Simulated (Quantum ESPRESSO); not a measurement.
# Pd (Fm-3m) in Quantum ESPRESSO: notebook, part 2 of 2

Quantum ESPRESSO 7.5. Earlier steps stand in the parts before.

### Step 4. Relaxation of cell and atoms, PBEsol, target pressure 5 GPa, at which the enthalpy is minimised

pw.in

```
&CONTROL
  calculation = 'vc-relax'
  prefix = 'pwscf'
  outdir = './tmp'
  pseudo_dir = './pseudo'
  tprnfor = .true.
  tstress = .true.
  disk_io = 'low'
  nstep = 40
  forc_conv_thr = 0.0004
  etot_conv_thr = 1d-05
/
&SYSTEM
  ibrav = 0
  A = 2.7527667
  nat = 1
  ntyp = 1
  ecutwfc = 52
  ecutrho = 414
  nbnd = 14
  occupations = 'smearing'
  smearing = 'fd'
  degauss = 0.00367493
/
&ELECTRONS
  conv_thr = 2d-10
  electron_maxstep = 120
  mixing_beta = 0.5
/
&IONS
  ion_dynamics = 'bfgs'
/
&CELL
  cell_dynamics = 'bfgs'
  press = 50
  press_conv_thr = 0.3
/
ATOMIC_SPECIES
Pd   106.4200 pd_pbesol_v1.4.uspp.F.UPF
CELL_PARAMETERS alat
   0.0000000000    0.7071067810    0.7071067810
   0.7071067810    0.0000000000    0.7071067810
   0.7071067810    0.7071067810    0.0000000000
ATOMIC_POSITIONS alat
Pd     0.0000000000    0.0000000000    0.0000000000
K_POINTS automatic
12 12 12 0 0 0
```

Potentials or basis: GBRV 1.5 PBEsol.

Launch:

```
$ OMP_NUM_THREADS=1 mpirun -n 2 pw.x -nk 2 -in pw.in > pw.out
```

pw.out:

```text
This program is part of the open-source Quantum ESPRESSO suite
     for quantum simulation of materials; please cite
[... 13 lines left out ...]
     --------------------
     sticks:   dense  smooth     PW     G-vecs:    dense   smooth      PW
     Sum         769     379    121                14163     5029     941

     Using Slab Decomposition

     bravais-lattice index     =            0
     lattice parameter (alat)  =       5.2020  a.u.
     unit-cell volume          =      99.5382 (a.u.)^3
     number of atoms/cell      =            1
     number of atomic types    =            1
     number of electrons       =        16.00
     number of Kohn-Sham states=           14
     kinetic-energy cutoff     =      52.0000  Ry
     charge density cutoff     =     414.0000  Ry
     scf convergence threshold =      2.0E-10
     mixing beta               =       0.5000
     number of iterations used =            8  plain     mixing
     energy convergence thresh.=      1.0E-05
     force convergence thresh. =      4.0E-04
     press convergence thresh. =      3.0E-01
     Exchange-correlation= SLA  PW   PSX  PSC
                           (   1   4  10   8   0   0   0)
     nstep                     =           40

     celldm(1)=   5.201975  celldm(2)=   0.000000  celldm(3)=   0.000000
     celldm(4)=   0.000000  celldm(5)=   0.000000  celldm(6)=   0.000000

     crystal axes: (cart. coord. in units of alat)
               a(1) = (   0.000000   0.707107   0.707107 )
               a(2) = (   0.707107   0.000000   0.707107 )
               a(3) = (   0.707107   0.707107   0.000000 )

     reciprocal axes: (cart. coord. in units 2 pi/alat)
               b(1) = ( -0.707107  0.707107  0.707107 )
               b(2) = (  0.707107 -0.707107  0.707107 )
               b(3) = (  0.707107  0.707107 -0.707107 )

     PseudoPot. # 1 for Pd read from file:
     pd_pbesol_v1.4.uspp.F.UPF
     Pseudo is Ultrasoft + core correction, Zval = 16.0
     Generated by new atomic code, or converted to UPF format
     Using radial grid of  887 points,  6 beta functions with:
                l(1) =   0
                l(2) =   0
                l(3) =   1
                l(4) =   1
                l(5) =   2
                l(6) =   2
     Q(r) pseudized with  8 coefficients,  rinner =    1.130   1.130   1.130
                                                       1.130   1.130

     atomic species   valence    mass     pseudopotential
     Pd               16.00   106.42000     Pd( 1.00)

     48 Sym. Ops., with inversion, found

   Cartesian axes

[... 2007 lines left out ...]
     Sum         757     379    121                13731     4909     941

     Using Slab Decomposition

     bravais-lattice index     =            0
     lattice parameter (alat)  =       5.2020  a.u.
     unit-cell volume          =      96.2603 (a.u.)^3
     number of atoms/cell      =            1
     number of atomic types    =            1
     number of electrons       =        16.00
     number of Kohn-Sham states=           14
     kinetic-energy cutoff     =      52.0000  Ry
     charge density cutoff     =     414.0000  Ry
     scf convergence threshold =      2.0E-12
     mixing beta               =       0.5000
     number of iterations used =            8  plain     mixing
     press convergence thresh. =      3.0E-01
     Exchange-correlation= SLA  PW   PSX  PSC
                           (   1   4  10   8   0   0   0)

     celldm(1)=   5.201975  celldm(2)=   0.000000  celldm(3)=   0.000000
     celldm(4)=   0.000000  celldm(5)=   0.000000  celldm(6)=   0.000000

     crystal axes: (cart. coord. in units of alat)
               a(1) = (   0.000000   0.699258   0.699258 )
               a(2) = (   0.699258   0.000000   0.699258 )
               a(3) = (   0.699258   0.699258  -0.000000 )

     reciprocal axes: (cart. coord. in units 2 pi/alat)
               b(1) = ( -0.715044  0.715044  0.715044 )
               b(2) = (  0.715044 -0.715044  0.715044 )
               b(3) = (  0.715044  0.715044 -0.715044 )

     PseudoPot. # 1 for Pd read from file:
     pd_pbesol_v1.4.uspp.F.UPF
     Pseudo is Ultrasoft + core correction, Zval = 16.0
     Generated by new atomic code, or converted to UPF format
     Using radial grid of  887 points,  6 beta functions with:
                l(1) =   0
                l(2) =   0
                l(3) =   1
                l(4) =   1
                l(5) =   2
                l(6) =   2
     Q(r) pseudized with  8 coefficients,  rinner =    1.130   1.130   1.130
                                                       1.130   1.130

     atomic species   valence    mass     pseudopotential
     Pd               16.00   106.42000     Pd( 1.00)

     48 Sym. Ops., with inversion, found

   Cartesian axes

     site n.     atom                  positions (alat units)
         1        Pd     tau(   1) = (   0.0000000   0.0000000   0.0000000  )

     number of k points=    72  Fermi-Dirac smearing, width (Ry)=  0.0037
                       cart. coord. in units 2pi/alat
        k(    1) = (   0.0000000   0.0000000   0.0000000), wk =   0.0011574
        k(    2) = (   0.0595870   0.0595870  -0.0595870), wk =   0.0092593
        k(    3) = (   0.1191740   0.1191740  -0.1191740), wk =   0.0092593
        k(    4) = (   0.1787609   0.1787609  -0.1787609), wk =   0.0092593
        k(    5) = (   0.2383479   0.2383479  -0.2383479), wk =   0.0092593
        k(    6) = (   0.2979349   0.2979349  -0.2979349), wk =   0.0092593
[... 64 lines left out ...]
        k(   71) = (  -0.7150437   0.2383479   0.0000000), wk =   0.0138889
        k(   72) = (  -0.7150437   0.3575219   0.0000000), wk =   0.0069444

     Dense  grid:    13731 G-vectors     FFT dimensions: (  36,  36,  36)

     Smooth grid:     4909 G-vectors     FFT dimensions: (  24,  24,  24)

     Initial potential from superposition of free atoms

     starting charge      15.5000, renormalised to      16.0000

     negative rho (up, down):  7.656E-02 0.000E+00
     Starting wfcs are   12 randomized atomic wfcs +    2 random wfcs

     Self-consistent Calculation

     iteration #  1     ecut=    52.00 Ry     beta= 0.50
     Davidson diagonalization with overlap
     ethr =  1.00E-06,  avg # of iterations = 10.5
[... 471 lines left out ...]
     negative rho (up, down):  7.797E-02 0.000E+00
          total   stress  (Ry/bohr**3)                   (kbar)     P=       49.52
   0.00033661  -0.00000000  -0.00000000           49.52       -0.00       -0.00
  -0.00000000   0.00033661  -0.00000000           -0.00       49.52       -0.00
  -0.00000000  -0.00000000   0.00033661           -0.00       -0.00       49.52

=------------------------------------------------------------------------------=
   JOB DONE.
=------------------------------------------------------------------------------=
```

Wall time 17 s (2 MPI ranks of Arm Neoverse V2, shared host); peak memory 0.14 GiB.

What came out:

| Item | Value |
| --- | --- |
| Free energy | -2702.6474 eV |
| Relaxed volume | 14.26 Å³/atom |
| Relaxed cell | a = 2.722 Å, b = 2.722 Å, c = 2.722 Å, α = 60.00°, β = 60.00°, γ = 60.00° |
| Space group after relaxing (to 0.05 Å) | Fm-3m (No. 225) |
| Energy change on relaxing (the enthalpy is what falls) | +3.9 meV/atom |
| Ionic steps | 4 |
| Pressure after relaxing | 5.0 GPa |
| Band gap on the k mesh | none (metal or under the smearing width) |

The path:
| step | energy change (eV) | largest force (eV/Å) | pressure (GPa) | volume (Å³) |
| --- | --- | --- | --- | --- |
| 1 | 0.0000 | 0.0000 | -2.18 | 14.75 |
| 2 | 0.0055 | 0.0000 | 5.79 | 14.22 |
| 3 | 0.0038 | 0.0000 | 4.94 | 14.27 |
| 4 | 0.0039 | 0.0000 | 5.00 | 14.26 |

Final structure:
```xyz
1
Lattice="0.0000 1.9249 1.9249 1.9249 0.0000 1.9249 1.9249 1.9249 0.0000" Properties=species:S:1:pos:R:3 pbc="T T T"
Pd    0.0000    0.0000    0.0000
```

Levels at points of the mesh, in eV from the Fermi level:
```csv
k point,band 6,band 7,band 8,band 9,band 10,band 11
"(0.00, 0.00, 0.00)",-3.00,-3.00,-1.28,-1.28,17.90,22.86
"(0.00, 0.00, -0.50)",-3.05,0.00,0.00,0.87,7.57,17.13
"(0.00, -0.50, -0.50)",-0.02,0.33,0.33,3.29,11.10,13.55
```

### Step 5. Relaxation of cell and atoms, PBEsol, target pressure 10 GPa, at which the enthalpy is minimised

Edit pw.in of step 4 so:

```diff
@@ -34,3 +34,3 @@
   cell_dynamics = 'bfgs'
-  press = 50
+  press = 100
   press_conv_thr = 0.3
```

Launch:

```
$ OMP_NUM_THREADS=1 mpirun -n 2 pw.x -nk 2 -in pw.in > pw.out
```

Run time: 18 s. Hardware: 2 MPI ranks of Arm Neoverse V2, shared host; peak memory 0.14 GiB.

The run converged. Its results:

```
Free energy                                            : -2702.6340 eV
Relaxed volume                                         : 13.98 Å³/atom
Relaxed cell                                           : a = 2.704 Å, b = 2.704 Å, c = 2.704 Å, α = 60.00°, β = 60.00°, γ = 60.00°
Space group after relaxing (to 0.05 Å)                 : Fm-3m (No. 225)
Energy change on relaxing (the enthalpy is what falls) : +17.1 meV/atom
Ionic steps                                            : 4
Pressure after relaxing                                : 9.9 GPa
Band gap on the k mesh                                 : none (metal or under the smearing width)
```

Step by step:
```
step  energy change (eV)  largest force (eV/Å)  pressure (GPa)  volume (Å³)
   1              0.0000                0.0000           -2.18        14.75
   2              0.0259                0.0000           12.41        13.85
   3              0.0162                0.0000            9.73        13.99
   4              0.0171                0.0000           10.00        13.98
```

Final structure:
```xyz
1
Lattice="0.0000 1.9120 1.9120 1.9120 0.0000 1.9120 1.9120 1.9120 0.0000" Properties=species:S:1:pos:R:3 pbc="T T T"
Pd    0.0000    0.0000    0.0000
```

Levels at points of the mesh, in eV from the Fermi level:
```
             k point  band 6  band 7  band 8  band 9  band 10  band 11
  (0.00, 0.00, 0.00)   -3.10   -3.10   -1.32   -1.32    17.93    23.02
 (0.00, 0.00, -0.50)   -3.15    0.00    0.00    0.82     7.74    17.16
(0.00, -0.50, -0.50)   -0.02    0.34    0.34    3.29    11.32    13.67
```

### Step 6. Relaxation of cell and atoms, PBEsol, target pressure 20 GPa, at which the enthalpy is minimised

Edit pw.in of step 5 so:

```diff
@@ -34,3 +34,3 @@
   cell_dynamics = 'bfgs'
-  press = 100
+  press = 200
   press_conv_thr = 0.3
```

Potentials or basis: GBRV 1.5 PBEsol.

Launch:

```
$ OMP_NUM_THREADS=1 mpirun -n 2 pw.x -nk 2 -in pw.in > pw.out
```

Run time: 19 s. Hardware: 2 MPI ranks of Arm Neoverse V2, shared host; peak memory 0.14 GiB.

The run converged. Its results:

```yaml
Free_energy: -2702.5892 eV
Relaxed_volume: 13.50 Å³/atom
Relaxed_cell: a = 2.672 Å, b = 2.672 Å, c = 2.672 Å, α = 60.00°, β = 60.00°, γ = 60.00°
Space_group_after_relaxing_to_0.05_Å: Fm-3m (No. 225)
Energy_change_on_relaxing_the_enthalpy_is_what_falls: +61.8 meV/atom
Ionic_steps: 5
Pressure_after_relaxing: 19.9 GPa
Band_gap_on_the_k_mesh: none (metal or under the smearing width)
```

The path:
```tsv
step	energy change (eV)	largest force (eV/Å)	pressure (GPa)	volume (Å³)
1	0.0000	0.0000	-2.18	14.75
2	0.1151	0.0000	28.73	13.14
3	0.0540	0.0000	18.53	13.56
4	0.0614	0.0000	19.92	13.50
5	0.0618	0.0000	20.00	13.50
```

Final structure:
```cif
data_structure
_symmetry_space_group_name_H-M 'P 1'
_symmetry_Int_Tables_number 1
_cell_length_a 2.6724
_cell_length_b 2.6724
_cell_length_c 2.6724
_cell_angle_alpha 60.000
_cell_angle_beta 60.000
_cell_angle_gamma 60.000
_cell_volume 13.50
loop_
_atom_site_label
_atom_site_type_symbol
_atom_site_fract_x
_atom_site_fract_y
_atom_site_fract_z
_atom_site_occupancy
Pd1 Pd 0.00000 0.00000 0.00000 1
```

Levels at points of the mesh, in eV from the Fermi level:
```tsv
k point	band 5	band 6	band 7	band 8	band 9	band 10	band 11	band 12
(0.00, 0.00, 0.00)	-3.28	-3.28	-3.28	-1.40	-1.40	17.97	23.28	23.28
(0.00, 0.00, -0.50)	-3.34	-3.34	0.00	0.00	0.74	8.05	17.21	22.62
(0.00, -0.50, -0.50)	-5.89	-0.02	0.37	0.37	3.29	11.72	13.89	13.89
```

### Step 7. Overview

```tsv
cell	gap on the mesh (eV)	pressure (GPa)
relaxed to 0.3 kbar	none	0.0
relaxed to 2 GPa	none	2.0
relaxed to 5 GPa	none	5.0
relaxed to 10 GPa	none	9.9
relaxed to 20 GPa	none	19.9
```

Alike in all rows: task relaxation of cell and atoms; level PBEsol; potentials or basis GBRV 1.5 PBEsol; no spin polarisation; k mesh 12 × 12 × 12; cutoff (eV) 707; smearing fermi-dirac 0.05 eV.

Absolute energies hang on the potentials; compare differences alone.
